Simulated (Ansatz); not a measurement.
## MgO under changes of volume

One of the cells (11.804 Å³/atom); the others are scaled copies at fixed shape and fractional positions:

```
CELL_PARAMETERS angstrom
3.30779 0.00000 0.00000
-1.65389 2.86463 0.00000
0.00000 0.00000 4.98288
ATOMIC_POSITIONS crystal
Mg 0.66667 0.33333 0.50216
Mg 0.33333 0.66667 0.00216
O 0.66667 0.33333 0.90244
O 0.33333 0.66667 0.40244
```

Measurements of this composition are mostly on another form, of space group No. 225.

```yaml
Program: Ansatz 0.2.0
Functional: LDA
Potentials_or_basis: Ansatz PAW
Cutoff: "420 eV (not typed: the program's choice for these potentials)"
k_mesh: 9 × 9 × 6
Occupations: fermi-dirac, width 0.05 eV
Spin: no spin polarisation
```

```csv
volume (Å³/atom),energy over the lowest point (meV/atom),pressure (GPa),gap on the mesh (eV),largest force (eV/Å)
11.096,3.31,3.7,3.71,0.022
11.332,0.00,0.8,3.59,0.000
11.568,0.82,-1.9,3.47,0.021
11.804,?,?,?,?
12.040,13.26,-6.4,3.25,0.057
12.276,24.13,-8.4,3.15,0.074
12.512,37.77,-10.1,3.05,0.089
```

Problem. What does the run at 11.804 Å³/atom give?

Solution. Energy over the lowest point 5.32 meV/atom; pressure -4.3 GPa; gap on the mesh 3.36 eV; largest force 0.040 eV/Å.

Worked out: A Birch-Murnaghan fit of order 3 (a polynomial in V^(-2/3)) to the other rows has its minimum at 11.40 Å³/atom with B0 = V·E''(V) = 131 GPa and B' = 4.1 at fixed shape and positions, which overstates the stiffness. It gives 5.36 meV/atom at 11.804 Å³/atom, against the run's 5.32, and -dE/dV = -4.3 GPa, against -4.3. A straight line through the other rows of the gap, of slope -5.5 eV per unit of ln V (its deformation potential), gives 3.36 eV, against the run's 3.36.

Energies are extrapolated to zero smearing.

Caveats: odd divisions of the mesh miss points on the zone boundary, where band edges often lie, so the gap on the mesh can be too wide; the PAW data sets come from PBE, with cores solved anew for the run's functional, which leaves a small shift of forces and pressure.

A mesh can miss the band edges.
